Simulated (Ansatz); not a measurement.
**Deforming Bi₂Te₃**

```
Bi Te
1.0
     2.19300    1.26613   10.16567
    -2.19300    1.26613   10.16567
     0.00000   -2.53226   10.16567
Bi Te
2 3
Cartesian
  0.0000 0.0000 12.1988
  0.0000 0.0000 18.2982
  0.0000 0.0000 0.0000
  0.0000 0.0000 6.3891
  0.0000 0.0000 24.1079
```

Atoms are numbered in the order listed.

The cell is COD entry 9011962, as deposited and not checked against the literature; nothing was relaxed.

Spin–orbit coupling is left out, though it moves levels of the heavy atoms by tenths of an eV or more.

Computed with DFT, PBEsol, PAW with Ansatz's default frozen-core files, scalar-relativistic in Ansatz 0.2.0.

Settings: a Γ-centred 7×7×7 k mesh, Fermi–Dirac smearing of 0.08 eV, cutoff 420 eV, no spin polarisation; the PAW files were made with PBE, and the program remakes their frozen cores for this functional.

The unchanged cell is at -0.60 GPa.

x, y and z are the Cartesian axes of the cell as listed; fractional coordinates follow a strain, and an engineering shear is twice the off-diagonal strain component.

Vzz stands for the principal value of largest size of the field-gradient tensor, whatever its axis.

No spin–orbit coupling: at heavy atoms the gradients can be off by tens of per cent for that reason.

Question: One change gave: energy change +3.6 meV/atom; stress change (xx, yy, zz, yz, xz, xy) 0.54, -0.46, 0.04, -1.05, -0.57, -0.11 GPa, compression positive; change of the force on Te4 (0.069, 0.128, -0.002) eV/Å; Vzz in 10²¹ V/m²: Bi1 2.33 → 5.65 (η = 0.50), Te3 9.78 → 9.96 (η = 0.26), Te4 1.13 → 2.76 (η = 0.18). Which change was it?
A. equal xy, yz and zx engineering shear strains of +3 %
B. equal xy, yz and zx engineering shear strains of -2 %
C. equal xy, yz and zx engineering shear strains of +2 %
D. equal xy, yz and zx engineering shear strains of -1 %
E. equal xy, yz and zx engineering shear strains of +1 %
F. equal xy, yz and zx engineering shear strains of -3 %

Answer: C. For equal xy, yz and zx engineering shear strains of -2 %: energy change +3.6 meV/atom; stress change (xx, yy, zz, yz, xz, xy) -0.51, 0.59, 0.04, 1.09, 0.51, 0.12 GPa, compression positive; change of the force on Te4 (-0.065, -0.133, -0.002) eV/Å; Vzz in 10²¹ V/m²: Bi1 2.33 → -5.35 (η = 0.81), Te3 9.78 → 9.93 (η = 0.30), Te4 1.13 → -2.61 (η = 0.65). For equal xy, yz and zx engineering shear strains of +1 %: energy change +0.9 meV/atom; stress change (xx, yy, zz, yz, xz, xy) 0.27, -0.25, 0.01, -0.53, -0.28, -0.06 GPa, compression positive; change of the force on Te4 (0.034, 0.065, -0.001) eV/Å; Vzz in 10²¹ V/m²: Bi1 2.33 → 3.45 (η = 0.46), Te3 9.78 → 9.82 (η = 0.14), Te4 1.13 → 1.68 (η = 0.30). For equal xy, yz and zx engineering shear strains of +3 %: energy change +8.1 meV/atom; stress change (xx, yy, zz, yz, xz, xy) 0.82, -0.65, 0.09, -1.56, -0.88, -0.16 GPa, compression positive; change of the force on Te4 (0.104, 0.191, -0.006) eV/Å; Vzz in 10²¹ V/m²: Bi1 2.33 → 8.04 (η = 0.53), Te3 9.78 → 10.19 (η = 0.37), Te4 1.13 → 3.94 (η = 0.11). For equal xy, yz and zx engineering shear strains of -3 %: energy change +8.2 meV/atom; stress change (xx, yy, zz, yz, xz, xy) -0.76, 0.93, 0.09, 1.65, 0.74, 0.17 GPa, compression positive; change of the force on Te4 (-0.095, -0.202, -0.006) eV/Å; Vzz in 10²¹ V/m²: Bi1 2.33 → -7.86 (η = 0.70), Te3 9.78 → 10.10 (η = 0.46), Te4 1.13 → -3.83 (η = 0.50). For equal xy, yz and zx engineering shear strains of -1 %: energy change +0.9 meV/atom; stress change (xx, yy, zz, yz, xz, xy) -0.26, 0.28, 0.01, 0.54, 0.26, 0.06 GPa, compression positive; change of the force on Te4 (-0.033, -0.066, -0.001) eV/Å; Vzz in 10²¹ V/m²: Bi1 2.33 → 3.21 (η = 0.86), Te3 9.78 → 9.82 (η = 0.15), Te4 1.13 → 1.50 (η = 0.93).
